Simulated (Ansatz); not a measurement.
## Vibrational response of CaF$_{2}$ at 20 GPa

All numbers below come from DFT PBEsol, scalar-relativistic, plane waves, PAW (Ansatz). Settings: 420 eV plane-wave cutoff, Γ-centred 8×8×8 mesh, fixed occupations. No spin polarisation. Phonons by linear response, acoustic sum rule imposed.

The cell, relaxed at 20 GPa:
```
CELL_PARAMETERS angstrom
0.00000 2.56897 2.56897
2.56897 0.00000 2.56897
2.56897 2.56897 0.00000
ATOMIC_POSITIONS crystal
Ca 0.00000 0.00000 0.00000
F 0.25000 0.25000 0.25000
F 0.75000 0.75000 0.75000
```

The real crystal has changed phase below this pressure.

Question: Give the high-frequency dielectric tensor ε∞.

Answer:
```
2.44 0.00 0.00
0.00 2.44 0.00
0.00 0.00 2.44
```

Question: Give the Born effective charges.

Answer:
| atom | Z*xx | Z*yy | Z*zz | mean |
| --- | --- | --- | --- | --- |
| Ca (atom 1) | 2.42 | 2.42 | 2.42 | 2.42 |
| F (atom 2) | -1.21 | -1.21 | -1.21 | -1.21 |

Question: How large is the static dielectric tensor with the ions free to move, and what share of it is ionic?

Answer:
```
5.7 0.0 0.0
0.0 5.7 0.0
0.0 0.0 5.7
```
The ions give 58 % of its trace.

Cost: 1 run of about 0.48 core-minutes, on Arm Neoverse V1 (shared hosts).